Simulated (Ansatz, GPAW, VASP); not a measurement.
# SrO: programs and potentials compared

```
CELL_PARAMETERS angstrom
0.00000 2.56630 2.56630
2.56630 0.00000 2.56630
2.56630 2.56630 0.00000
ATOMIC_POSITIONS crystal
Sr 0.50000 0.50000 0.50000
O 0.00000 0.00000 0.00000
```

Alike in all runs: task single point; functional PBEsol; k mesh 9 × 9 × 9; occupations gaussian, width 0.1 eV; no spin polarisation; no spin-orbit coupling. Pressure is positive in compression and, in plane waves, holds the error of the finite cutoff, which Ansatz's Pulay term estimates and takes out.

| program and potentials | plane-wave cutoff (eV) | notes | pressure (GPa) |
| --- | --- | --- | --- |
| Ansatz, Ansatz PAW | 420 | potentials made for PBE, which Ansatz adapts in part; Pulay term of +0.40 GPa included | -0.55 |
| GPAW, PAW data sets generated for this functional | 800 | - | 0.02 |
| VASP, PBE PAW files O_GW, Sr_sv_GW, 550 eV | 550 | potentials made for PBE | -0.52 |
| Ansatz, all-electron LAPW, scalar-relativistic | - | - | -0.55 |

The pressure spans -0.55 (Ansatz, Ansatz PAW) to 0.02 GPa (GPAW, PAW data sets generated for this functional), with all-electron results at -0.55.

The functional is the same throughout but for its coding, so the spread measures potentials, basis and numerics; runs on potential files found faulty are left out.

At this fixed geometry, three of the four runs put SrO under slight tension, so the cell is a little larger than their PBEsol equilibrium, while GPAW finds it almost stress-free. The all-electron value of -0.55 GPa is matched by Ansatz PAW and closely approached by VASP, although both use potentials made for PBE. Generating potentials for the functional in use is therefore no guarantee of closer agreement here.

In an ionic oxide, the pressure is a small remainder between Madelung attraction and the short-range repulsion of closed shells, in which the Sr 4p semicore states and the O 2p states meet. Small errors in describing these shells thus show up readily in the pressure, and the GPAW offset probably stems from its data sets. For a solid as stiff as SrO, the whole spread amounts to only a small fraction of a percent in the lattice constant, which matters little for most structural purposes. A single volume cannot tell whether the offset is a uniform shift or also reflects a different compressibility.
